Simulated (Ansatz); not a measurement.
# Si: which structure wins at one pressure

Aim: bring Si in several structures (fcc, bcc, hcp, beta tin, sc, graphite) to one pressure and rank them by enthalpy. The pressure is set by scaling the first phase. The runs shown use LAPW. Companion runs by PAW are cited.

Program: Ansatz 0.2.0. Level of theory: DFT, PBE, all-electron LAPW, scalar-relativistic. These are calculated values, not measurements.

## 1. The system as given

The structure is cubic, space group Fm-3m (No. 225). The conventional cell has a = 3.468 Å, b = 3.468 Å, c = 3.468 Å, α = 90.00°, β = 90.00°, γ = 90.00°. Si (site symmetry m-3m) has 12 Si at 2.45 Å as nearest neighbours.

As a file:

```
CELL_PARAMETERS angstrom
0.00000 1.73394 1.73394
1.73394 0.00000 1.73394
1.73394 1.73394 0.00000
ATOMIC_POSITIONS crystal
Si 0.00000 0.00000 0.00000
```

## 2. Fcc relaxed under pressure, LAPW

Contents of input.yaml:

```yaml
crystal:
  lattice:
    - [0.0, 1.7339375617, 1.7339375617]
    - [1.7339375617, 0.0, 1.7339375617]
    - [1.7339375617, 1.7339375617, 0.0]
  atoms:
    - { symbol: Si, position: [0.0, 0.0, 0.0] }
kpoints:
  mp_grid: { grid: [18, 18, 18] }
scf:
  occupations: { method: fermi_dirac, width: 0.1 }
hamiltonian:
  xc: pbe
  pseudopotentials: { kind: all_electron, lapw: { basis_error: 0.0005 } }
output:
  forces: true
  stress: true
  eigenvalues: true
relax:
  f_tol: 0.005
  max_steps: 12
  cell: { p_target: 55.0, stress_tol: 0.03 }
```

The run is started by

```bash
$ ansatz run input.yaml --threads 2 --pin off --max-ram 5120MiB --backend cpu --events-out ev --progress --plain --runs-dir out
```

What it wrote, cut to the lines that bear on the results:

```text
[...]
LAPW: plane waves up to 7.851 Å⁻¹, error target 5.0e-4 eV per atom; small_component_spin mean_spin; Si in spheres of 1.189 Å, 12 of its electrons in bands, Dirac shells []
[...]
Pseudopotentials: kind: all_electron
Pseudopotential: Si, LAPW, valence charge 12, Koelling and Harmon's equation, gaussian nucleus
Functional definition: PBE
[...]
Crystal: 1 atoms, lattice volume = 10.426 Å³
Basis set: ecut = 234.85227819922824 eV, 65 PW (Γ), exchange–correlation at level 2
Bands: 10, of which v1, the nominal top of the filled ones, is band 6 counted from 1 (5 counted from 0)
Symmetry: 48 space group operations
Space group: Fm-3m (ITA 225), of the structure as read, at distance tolerance 2.2e-5 Å
k-points: 195 of 5832
[...]
SCF iter   1: F=—  HF=-7891.253185 eV  |F-HF|=—  |Δ(HF+E_count)|=         —  Δρ=1.93e-2  dr2=1.71e-2  ethr=1.41e-4  ⟨swp⟩=3.1  Hψ=14896  notcnv=0
[...]
relax step   1: F+E_penalty+E_count = -7891.21810095 eV  Δ(F+E_penalty+E_count) = +0.000e0 eV  max|allowed force component| = 0.000e0 eV/Å  Δτ_max = 0.0000 Å  P = +55.067 GPa  Ω = 10.426 Å³  (5 SCF iters, accepted)
[...]
relax step   2: F+E_penalty+E_count = -7891.21861064 eV  Δ(F+E_penalty+E_count) = -5.097e-4 eV  max|allowed force component| = 0.000e0 eV/Å  Δτ_max = 0.0000 Å  P = +55.026 GPa  Ω = 10.428 Å³  (2 SCF iters, accepted)
[...]
relax step   3: F+E_penalty+E_count = -7891.21861064 eV  Δ(F+E_penalty+E_count) = -9.450e-10 eV  max|allowed force component| = 0.000e0 eV/Å  Δτ_max = 0.0000 Å  P = +55.026 GPa  Ω = 10.428 Å³  stress off target by 2.62e-2 GPa  SCF on the basis re-selected at this cell (its energy is not [...]
SCF converged after 2 iterations
Free energy (F): -7891.218611 eV
[...]
E sigma→0 (E₀):  -7891.212791 eV
Entropy (-TS):   -0.011639 eV (-11.639 meV/atom)
Fermi energy:    18.365502 eV
[...]
--- Forces (eV/Å), atoms counted from 1 ---
  atom   1  Si    -0.00000000     0.00000000     0.00000000
[...]
--- Stress (GPa, compression-positive) ---
       55.026164       0.000000       0.000000
        0.000000      55.026164       0.000000
        0.000000       0.000000      55.026164
  P = ⅓ Tr σ = 55.0262 GPa (550.262 kbar)
--- Band table (eV; the first three rows and the last of 195) ---
  k-point 0: bands = ["-116.4837", "-72.5056", "-72.5056", "-72.5056", "0.4009", "31.5105", "31.5105", "31.5105", "33.9597", "33.9597"]
[...]
--- Relaxed structure (2 steps of the walk, 2 accepted, 1 SCFs on fresh bases) ---
  F+E_penalty+E_count = -7891.21861064 eV   max|allowed force component| = 0.000e0 eV/Å   (the final SCF, on the basis selected at the relaxed cell)
  cell:  # Å, volume = 10.4278 Å³
    - [-1.0190744065791179e-34, 1.7340197939598827, 1.7340197939598827]
    - [1.7340197939598827, -1.0190744065791179e-34, 1.7340197939598827]
    - [1.7340197939598827, 1.7340197939598827, -1.0190744065791179e-34]
  atoms:
    - { symbol: Si, position: [0.0, 0.0, 0.0] }
```

Run time: 6.7 s. Hardware: 2 threads of Arm Neoverse V1, shared host; peak memory 0.27 GiB.

Step by step:

```csv
step,energy from step 1 (eV/cell),largest force component (eV/Å),pressure (GPa),volume (Å³)
1,0.0000,0.0000,55.07,10.43
2,-0.0005,0.0000,55.03,10.43
3,-0.0005,0.0000,55.03,10.43
```

Step 1 is the start. Step 3 repeats the geometry before on a plane-wave basis chosen anew for that cell, so the energy can jump there without any move; the table keeps such jumps.

| input's cell | before | after | change |
| --- | --- | --- | --- |
| a (Å) | 2.452 | 2.452 | +0.0 % |
| b (Å) | 2.452 | 2.452 | +0.0 % |
| c (Å) | 2.452 | 2.452 | +0.0 % |
| volume (Å³/atom) | 10.43 | 10.43 | +0.0 % |

Result: pressure 55.03 GPa; no gap.

## 3. Bcc relaxed under pressure, LAPW

input.yaml: that of step 2 with these lines changed.

```diff
@@ -2,5 +2,5 @@
   lattice:
-    - [0.0, 1.7339375617, 1.7339375617]
-    - [1.7339375617, 0.0, 1.7339375617]
-    - [1.7339375617, 1.7339375617, 0.0]
+    - [-1.3911211997, 1.3911211997, 1.3911211997]
+    - [1.3911211997, -1.3911211997, 1.3911211997]
+    - [1.3911211997, 1.3911211997, -1.3911211997]
   atoms:
@@ -8,3 +8,3 @@
 kpoints:
-  mp_grid: { grid: [18, 18, 18] }
+  mp_grid: { grid: [19, 19, 19] }
 scf:
```

The run is started by

```bash
$ ansatz run input.yaml --threads 2 --pin off --max-ram 5120MiB --backend cpu --events-out ev --progress --plain --runs-dir out
```

What it wrote:

```text
The last accepted step is kept in <dir> (removed where the run ends without a failure and the disk answers)
LAPW: plane waves up to 8.061 Å⁻¹, error target 5.0e-4 eV per atom; small_component_spin mean_spin; Si in spheres of 1.169 Å, 12 of its electrons in bands, Dirac shells []
Engine: ansatz 0.2.0
[... 3 set-up lines as earlier in the session ...]
  parameter kappa = 0.804
  parameter beta = 0.06672455060314922
  exchange = pbe_x(kappa = kappa, mu = beta*pi^2/3)
  correlation = pbe_c(beta = beta)
Crystal: 1 atoms, lattice volume = 10.768 Å³
Basis set: ecut = 247.59748473480204 eV, 87 PW (Γ), exchange–correlation at level 2
Bands: 10, of which v1, the nominal top of the filled ones, is band 6 counted from 1 (5 counted from 0)
[... 1 set-up line as earlier in the session ...]
Space group: Im-3m (ITA 229), of the structure as read, at distance tolerance 2.2e-5 Å
k-points: 220 of 6859
Non-local potential: Si, projectors of the file, none
Initial density: superposition of atomic densities (chi_scale 0.1, normalization cell)
Initial wavefunctions: plane waves of lowest kinetic energy (no species holds an atomic orbital)
Functional: x = pbe(κ = 0.804, μ = 0.2195149727645171), c = pbe(β = 0.06672455060314922)
iter 1 solved again at ethr=8.96e-5 eV; its pass at ethr=1.00e-1 eV (dr2=1.08e-2 eV) is discarded
SCF iter   1: F=—  HF=-7891.268188 eV  |F-HF|=—  |Δ(HF+E_count)|=         —  Δρ=1.63e-2  dr2=1.08e-2  ethr=8.96e-5  ⟨swp⟩=3.4  Hψ=17091  notcnv=0
preconditioner: auto → none  [metal: Δε(μ)=0.015 eV  Ē_g=16.685 eV  σ=0.100 eV  W_gap=0.04  n_scr=0 (ndim 8)  ℏωp=22.6 eV  f_vac=0.000  D(μ)=0.41/eV (n_scr^D=0)]
SCF iter   2: F=—  HF=-7891.247783 eV  |F-HF|=—  |Δ(HF+E_count)|=   2.04e-2  Δρ=7.56e-3  dr2=2.18e-3  ethr=8.96e-5  ⟨swp⟩=2.0  Hψ=5659  notcnv=0
iter 3 solved again at ethr=1.99e-7 eV; its pass at ethr=1.82e-5 eV (dr2=2.38e-5 eV) is discarded
SCF iter   3: F=—  HF=-7891.243955 eV  |F-HF|=—  |Δ(HF+E_count)|=   3.83e-3  Δρ=7.60e-4  dr2=2.38e-5  ethr=1.99e-7  ⟨swp⟩=2.2  Hψ=10131  notcnv=0
SCF iter   4: F=—  HF=-7891.243960 eV  |F-HF|=—  |Δ(HF+E_count)|=         —  Δρ=1.75e-4  dr2=1.59e-6  ethr=1.98e-7  ⟨swp⟩=2.0  Hψ=5637  notcnv=0
the basis was enlarged: its passes take 74.3 KiB over the memory plan, 2 of 2 planned eigensolver slots
SCF iter   5: F=-7891.243960 eV  HF=-7891.243960 eV  |F-HF|=1.11e-10  |Δ(HF+E_count)|=   3.08e-7  Δρ=7.83e-7  dr2=2.55e-11  ethr=1.33e-8  ⟨swp⟩=2.0  Hψ=5637  notcnv=0
SCF 1 converged in 5 iterations: F = -7891.243960 eV  dr2 = 2.55e-11
relax step   1: F+E_penalty+E_count = -7891.24396012 eV  Δ(F+E_penalty+E_count) = +0.000e0 eV  max|allowed force component| = 0.000e0 eV/Å  Δτ_max = 0.0000 Å  P = +55.038 GPa  Ω = 10.768 Å³  (5 SCF iters, accepted)
Crystal: 1 atoms, lattice volume = 10.769 Å³
Basis set: ecut = 247.58245920669856 eV, 87 PW (Γ), exchange–correlation at level 2
Initial density: handed on by an earlier stage of this run
Initial wavefunctions: those handed on with the density
iter 1 solved again at ethr=3.37e-12 eV; its pass at ethr=1.00e-1 eV (dr2=4.04e-10 eV) is discarded
SCF iter   1: F=—  HF=-7891.244297 eV  |F-HF|=—  |Δ(HF+E_count)|=         —  Δρ=1.01e-6  dr2=4.72e-11  ethr=3.37e-12  ⟨swp⟩=5.7  Hψ=13772  notcnv=0
preconditioner: auto → none  [metal: Δε(μ)=0.051 eV  Ē_g=16.649 eV  σ=0.100 eV  W_gap=0.13  n_scr=0 (ndim 8)  ℏωp=22.6 eV  f_vac=0.000  D(μ)=0.41/eV (n_scr^D=0)]
SCF iter   2: F=-7891.244297 eV  HF=-7891.244297 eV  |F-HF|=3.09e-11  |Δ(HF+E_count)|=  5.35e-10  Δρ=5.06e-7  dr2=1.16e-11  ethr=1.00e-12  ⟨swp⟩=2.0  Hψ=5637  notcnv=0
SCF 2 converged in 2 iterations: F = -7891.244297 eV  dr2 = 1.16e-11
relax step   2: F+E_penalty+E_count = -7891.24429680 eV  Δ(F+E_penalty+E_count) = -3.367e-4 eV  max|allowed force component| = 0.000e0 eV/Å  Δτ_max = 0.0000 Å  P = +55.011 GPa  Ω = 10.769 Å³  (2 SCF iters, accepted)
iter 1 solved again at ethr=1.00e-12 eV; its pass at ethr=1.00e-1 eV (dr2=1.16e-11 eV) is discarded
SCF iter   1: F=—  HF=-7891.244297 eV  |F-HF|=—  |Δ(HF+E_count)|=         —  Δρ=5.06e-7  dr2=1.16e-11  ethr=1.00e-12  ⟨swp⟩=2.0  Hψ=11220  notcnv=0
SCF iter   2: F=-7891.244297 eV  HF=-7891.244297 eV  |F-HF|=0.00e0  |Δ(HF+E_count)|=  6.06e-10  Δρ=2.52e-7  dr2=2.79e-12  ethr=1.00e-12  ⟨swp⟩=2.0  Hψ=5637  notcnv=0
SCF 3 converged in 2 iterations: F = -7891.244297 eV  dr2 = 2.79e-12
relax step   3: F+E_penalty+E_count = -7891.24429680 eV  Δ(F+E_penalty+E_count) = -4.638e-10 eV  max|allowed force component| = 0.000e0 eV/Å  Δτ_max = 0.0000 Å  P = +55.011 GPa  Ω = 10.769 Å³  stress off target by 1.11e-2 GPa  SCF on the basis re-selected at this cell (its energy is not comparable with the rows above)  (2 SCF iters)
basis re-selected at this cell: Δ(F+E_penalty+E_count) = -4.638e-10 eV, ΔP = -0.000 GPa vs the last step (what re-selecting the basis moved, after the strain that the cell walked since its last selection, with what the two solves' SCF thresholds leave and, on support functions, any second-order correction that the steps lacked; it is no measure of the basis error at this ecutwfc). This SCF's stress stands 1.11e-2 GPa from its target on what of the cell is left free (relax.cell.stress_tol is 3.00e-2 GPa) and its largest allowed force component is 0.00e0 eV/Å (relax.f_tol is 5.00e-3 eV/Å): within both
SCF converged after 2 iterations
Free energy (F): -7891.244297 eV
Harris-Foulkes:  -7891.244297 eV  (|F-HF|=0.00e0)
Internal energy: -7891.230917 eV  (E = F + TS)
E sigma→0 (E₀):  -7891.237607 eV
Entropy (-TS):   -0.013380 eV (-13.380 meV/atom)
Fermi energy:    17.531987 eV
--- Per-component energies (eV) ---
  E_band       = -629.587724
  E_kinetic    = 7923.949191
  E_xc         = -571.671365
  E_electrostatic = -15243.508743  (all electrons and nuclei)
  E_smearing   = -0.013380  (= −TS)
  E_closure    = 0.000000  (closes the sum)
  E_atoms      = -7886.856883  (free atoms, spherical and without spin; not in F)
  Σ components = -7891.244297   (vs F -7891.244297, Δ=0.00e0)
  Basis errors (estimates in eV, not in F): energy 1.8e-4 per atom: plane waves 1.7e-4 (9.3e-5 summed), levels above the bands 4.6e-66, relativity 5.4e-9, radial functions 1.4e-5, core shells 5.7e-16; eigenvalues (radial functions only) 5.0e-6; not estimated: angular momenta, meshes, grids; target (lapw.basis_error) 5.0e-4; muffin-tin radii Si 1.169 Å
--- Forces (eV/Å), atoms counted from 1 ---
  atom   1  Si     0.00000000    -0.00000000     0.00000000
  max |Σ_I F_I| component: 6.06e-32 eV/Å
--- Stress (GPa, compression-positive) ---
       55.011093       0.000000      -0.000000
        0.000000      55.011093       0.000000
       -0.000000       0.000000      55.011093
  P = ⅓ Tr σ = 55.0111 GPa (550.111 kbar)
--- Band table (eV; the first three rows and the last of 220) ---
  k-point 0: bands = ["-117.0249", "-73.0463", "-73.0463", "-73.0463", "0.1376", "31.4404", "31.4404", "31.4404", "33.4858", "33.4858"]
  k-point 1: bands = ["-117.0248", "-73.0472", "-73.0466", "-73.0463", "0.2416", "30.1843", "30.6754", "31.0620", "33.1146", "34.0582"]
  k-point 2: bands = ["-117.0243", "-73.0497", "-73.0476", "-73.0462", "0.5535", "27.7418", "29.5017", "30.1667", "32.2526", "33.8009"]
  k-point 219: bands = ["-117.0140", "-73.0717", "-73.0716", "-73.0716", "15.9418", "16.9582", "16.9582", "18.6689", "19.4670", "22.6426"]
--- Relaxed structure (2 steps of the walk, 2 accepted, 1 SCFs on fresh bases) ---
  F+E_penalty+E_count = -7891.24429680 eV   max|allowed force component| = 0.000e0 eV/Å   (the final SCF, on the basis selected at the relaxed cell)
  cell:  # Å, volume = 10.7695 Å³
    - [-1.391163411926227, 1.391163411926227, 1.391163411926227]
    - [1.391163411926227, -1.391163411926227, 1.391163411926227]
    - [1.391163411926227, 1.391163411926227, -1.391163411926227]
  atoms:
    - { symbol: Si, position: [0.0, 0.0, 0.0] }
```

Run time: 7.8 s. Hardware: 2 threads of Arm Neoverse V1, shared host; peak memory 0.28 GiB.

The steps of the relaxation:

```
step  energy from step 1 (eV/cell)  largest force component (eV/Å)  pressure (GPa)  volume (Å³)
   1                        0.0000                          0.0000           55.04        10.77
   2                       -0.0003                          0.0000           55.01        10.77
   3                       -0.0003                          0.0000           55.01        10.77
```

Step 1 is the start. Step 3 repeats the geometry before on a plane-wave basis chosen anew for that cell, so the energy can jump there without any move; the table keeps such jumps.

| input's cell | before | after | change |
| --- | --- | --- | --- |
| a (Å) | 2.409 | 2.410 | +0.0 % |
| b (Å) | 2.409 | 2.410 | +0.0 % |
| c (Å) | 2.409 | 2.410 | +0.0 % |
| volume (Å³/atom) | 10.77 | 10.77 | +0.0 % |

Read from it: pressure 55.01 GPa; no gap.

## 4. Hcp relaxed under pressure, LAPW

Contents of input.yaml:

```yaml
crystal:
  lattice:
    - [2.4465905725, 0.0, 0.0]
    - [-1.2232952863, 2.1188095884, 0.0]
    - [0.0, 0.0, 4.0667550457]
  atoms:
    - { symbol: Si, position: [0.3333333333, 0.6666666667, 0.25] }
    - { symbol: Si, position: [0.6666666667, 0.3333333333, 0.75] }
kpoints:
  mp_grid: { grid: [17, 17, 9] }
scf:
  occupations: { method: fermi_dirac, width: 0.1 }
hamiltonian:
  xc: pbe
  pseudopotentials: { kind: all_electron, lapw: { basis_error: 0.0005 } }
output:
  forces: true
  stress: true
  eigenvalues: true
relax:
  f_tol: 0.005
  max_steps: 12
  cell: { p_target: 55.0, stress_tol: 0.03 }
```

The run is started by

```bash
$ ansatz run input.yaml --threads 2 --pin off --max-ram 5120MiB --backend cpu --events-out ev --progress --plain --runs-dir out
```

What it wrote, cut to the lines that bear on the results:

```text
[...]
LAPW: plane waves up to 7.878 Å⁻¹, error target 5.0e-4 eV per atom; small_component_spin mean_spin; Si in spheres of 1.187 Å, 12 of its electrons in bands, Dirac shells []
[...]
[... 3 set-up lines as earlier in the session ...]
[...]
Crystal: 2 atoms, lattice volume = 21.081 Å³
Basis set: ecut = 236.4781036792084 eV, 161 PW (Γ), exchange–correlation at level 2
Bands: 16, of which v1, the nominal top of the filled ones, is band 12 counted from 1 (11 counted from 0)
Symmetry: 24 space group operations
Space group: P63/mmc (ITA 194), of the structure as read, at distance tolerance 2.8e-5 Å
k-points: 165 of 2601
[...]
SCF iter   1: F=—  HF=-15782.625962 eV  |F-HF|=—  |Δ(HF+E_count)|=         —  Δρ=1.74e-2  dr2=2.63e-2  ethr=1.09e-4  ⟨swp⟩=3.2  Hψ=19523  notcnv=0
[...]
        0.000000      55.014766      -0.000000
       -0.000000      -0.000000      55.002779
  P = ⅓ Tr σ = 55.0108 GPa (550.108 kbar)
--- Band table (eV; the first three rows and the last of 165) ---
  k-point 0: bands = ["-116.6534", "-116.6479", "-72.7090", "-72.6783", "-72.6783", "-72.6768", "-72.6735", "-72.6735", "0.3049", "8.7156", "9.0458", "29.1608", "29.1608", "29.5870", "29.5870", "30.3437"]
[...]
--- Relaxed structure (2 steps of the walk, 2 accepted, 1 SCFs on fresh bases) ---
  F+E_penalty+E_count = -15782.56640988 eV   max|allowed force component| = 9.252e-18 eV/Å   (the final SCF, on the basis selected at the relaxed cell)
  cell:  # Å, volume = 21.0830 Å³
    - [2.446661750807413, 2.886839419337416e-11, 1.9575340914509594e-21]
    - [-1.223330875428707, 2.1188712306524975, -9.787670457450885e-22]
    - [3.2538389271593487e-21, 7.560609683379312e-34, 4.066812579991381]
  atoms:
    - { symbol: Si, position: [0.33333333333333326, 0.6666666666666667, 0.25] }
    - { symbol: Si, position: [0.6666666666666666, 0.3333333333333333, 0.7500000000000001] }
```

It took 13 s on 2 threads of Arm Neoverse V1, shared host; peak memory 0.37 GiB.

Relaxation path:

```
step  energy from step 1 (eV/cell)  largest force component (eV/Å)  pressure (GPa)  volume (Å³)
   1                        0.0000                          0.0000           55.03        21.08
   2                       -0.0005                          0.0000           55.01        21.08
   3                       -0.0005                          0.0000           55.01        21.08
```

Step 1 is the start. Step 3 repeats the geometry before on a plane-wave basis chosen anew for that cell, so the energy can jump there without any move; the table keeps such jumps.

| input's cell | before | after | change |
| --- | --- | --- | --- |
| a (Å) | 2.447 | 2.447 | +0.0 % |
| b (Å) | 2.447 | 2.447 | +0.0 % |
| c (Å) | 4.067 | 4.067 | +0.0 % |
| volume (Å³/atom) | 10.54 | 10.54 | +0.0 % |

This run gives: pressure 55.01 GPa; no gap.

## 5. Beta tin relaxed under pressure, LAPW

Contents of input.yaml:

```yaml
crystal:
  lattice:
    - [-2.209353746, 2.209353746, 1.1898705795]
    - [2.209353746, -2.209353746, 1.1898705795]
    - [2.209353746, 2.209353746, -1.1898705795]
  atoms:
    - { symbol: Si, position: [-0.375, -0.125, -0.25] }
    - { symbol: Si, position: [0.375, 0.125, 0.25] }
kpoints:
  mp_grid: { grid: [18, 18, 18] }
scf:
  occupations: { method: fermi_dirac, width: 0.1 }
hamiltonian:
  xc: pbe
  pseudopotentials: { kind: all_electron, lapw: { basis_error: 0.0005 } }
output:
  forces: true
  stress: true
  eigenvalues: true
relax:
  f_tol: 0.005
  max_steps: 12
  cell: { p_target: 55.0, stress_tol: 0.03 }
```

The run is started by

```bash
$ ansatz run input.yaml --threads 2 --pin off --max-ram 5120MiB --backend cpu --events-out ev --progress --plain --runs-dir out
```

What it wrote, cut to the lines that bear on the results:

```text
[...]
LAPW: plane waves up to 8.694 Å⁻¹, error target 5.0e-4 eV per atom; small_component_spin mean_spin; Si in spheres of 1.110 Å, 12 of its electrons in bands, Dirac shells []
[...]
[... 3 set-up lines as earlier in the session ...]
[...]
Crystal: 2 atoms, lattice volume = 23.232 Å³
Basis set: ecut = 287.9529697906756 eV, 263 PW (Γ), FFT grids on a1+a2, a2, a3, exchange–correlation at level 2
Bands: 16, of which v1, the nominal top of the filled ones, is band 12 counted from 1 (11 counted from 0)
Symmetry: 16 space group operations
Space group: I41/amd (ITA 141), of the structure as read, at distance tolerance 2.9e-5 Å
k-points: 480 of 5832
[...]
        0.000000      54.983764       0.000000
       -0.000000       0.000000      54.991427
  P = ⅓ Tr σ = 54.9863 GPa (549.863 kbar)
--- Band table (eV; the first three rows and the last of 480) ---
  k-point 0: bands = ["-118.2646", "-118.2526", "-74.2995", "-74.2995", "-74.2896", "-74.2887", "-74.2621", "-74.2621", "-0.5589", "12.5279", "12.5279", "14.2871", "15.9826", "24.0461", "26.5491", "26.9336"]
[...]
--- Relaxed structure (2 steps of the walk, 2 accepted, 1 SCFs on fresh bases) ---
  F+E_penalty+E_count = -15782.96724054 eV   max|allowed force component| = 8.674e-19 eV/Å   (the final SCF, on the basis selected at the relaxed cell)
  cell:  # Å, volume = 23.2240 Å³
    - [-2.209068370530621, 2.209068370530621, 1.1897587738959485]
    - [2.209068370530621, -2.209068370530621, 1.1897587738959485]
    - [2.209068370530621, 2.209068370530621, -1.1897587738959485]
  atoms:
    - { symbol: Si, position: [-0.37500000000000006, -0.12499999999999997, -0.25000000000000006] }
    - { symbol: Si, position: [0.37500000000000006, 0.12499999999999997, 0.25000000000000006] }
```

Wall time 45 s (2 threads of Arm Neoverse V1, shared host); peak memory 0.75 GiB.

The steps of the relaxation:

```csv
step,energy from step 1 (eV/cell),largest force component (eV/Å),pressure (GPa),volume (Å³)
1,0.0000,0.0000,54.88,23.23
2,0.0028,0.0000,54.99,23.22
3,0.0028,0.0000,54.99,23.22
```

Step 1 is the start. Step 3 repeats the geometry before on a plane-wave basis chosen anew for that cell, so the energy can jump there without any move; the table keeps such jumps.

| input's cell | before | after | change |
| --- | --- | --- | --- |
| a (Å) | 3.343 | 3.343 | -0.0 % |
| b (Å) | 3.343 | 3.343 | -0.0 % |
| c (Å) | 3.343 | 3.343 | -0.0 % |
| volume (Å³/atom) | 11.62 | 11.61 | -0.0 % |

Read from it: pressure 54.99 GPa; no gap.

[end of part 1 of 2]
